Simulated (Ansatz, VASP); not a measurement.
# One calculation of TePt, two programs

```xyz
2
Lattice="0.0000 2.3437 2.3437 2.3437 0.0000 2.3437 2.3437 2.3437 0.0000" Properties=species:S:1:pos:R:3 pbc="T T T"
Pt    0.0000    0.0000    0.0000
Te    1.1718    1.1718    1.1718
```

Change from the starting cell: volume scaled by 0.5, LAPW.

Alike in both runs: task single point; functional LDA; k mesh 11 × 11 × 11; occupations fermi-dirac, width 0.05 eV; no spin polarisation.

```csv
,VASP,Ansatz
version,VASP 6.6.1,Ansatz 0.2.0
potentials or method,"VASP PAW LDA potentials, release 64 (Pt, Te), cutoff 520 eV","all-electron LAPW, scalar-relativistic"
```

Ansatz gave:

| Item | Value |
| --- | --- |
| pressure (GPa) | 397.7 |

**Question.** What did VASP give for the same quantities?

**Answer.** Pressure (GPa): 391.7.

Ansatz ran all-electron here, so the differences hold the error of VASP's frozen core and of both bases.

Caveats: the cell as given lies far from equilibrium; so large a pressure means that the cell lies far from this level's equilibrium, or that cutoff or potentials fall short (VASP). The runs have no spin-orbit coupling, so splittings on Pt, Te are missing.
